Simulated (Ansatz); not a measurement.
# CuO (C2/c), rigid cleavage

Method: DFT PBEsol, scalar-relativistic, plane waves, PAW in Ansatz 0.2.0. Cutoff 420 eV, Γ-centred 16×16×5 k-points, Gaussian smearing of 0.15 eV. No spin polarisation. Energies are free energies at this smearing, counted from the undisturbed cell; pressure is positive in compression.

Zero of the scan (relaxed at this level; this form isn't the usual structure):

```
Cu O
1.0
    -2.89402    0.01546    0.00397
    -0.02381   -2.89393    0.00395
     0.02069    0.02047   10.18478
Cu O
4 4
Direct
  0.50000 0.00000 0.18750
  0.50000 0.00000 0.68750
  0.00000 0.50000 0.93750
  0.00000 0.50000 0.43750
  0.99974 0.00026 0.06250
  0.99974 0.00026 0.56250
  0.00026 0.99974 0.31250
  0.00026 0.99974 0.81250
```

The cut lies on the cell's a–b face, a (0 0 -1) plane (indices in the standard cell, whose axes needn't be the Cartesian ones shown) of area 8.38 Å², between layers 1.27 Å apart. Vector c is lengthened by d along the normal with the atoms' Cartesian places fixed: one unrelaxed cut a cell. The cell is metallic on the mesh throughout.

```tsv
d (Å)	energy (J/m²)	traction dE/dd (GPa)
0.00	0.00	0.0
0.50	?	?
1.00	3.26	31.3
3.00	5.37	1.6
```

Task: Give the withheld values.

Result: energy (J/m²) at d (Å) = 0.50: 1.39; traction dE/dd (GPa) at d (Å) = 0.50: 40.4.

Cost: 4 runs of about 21 core-minutes in all, on Arm Neoverse V2 (shared hosts).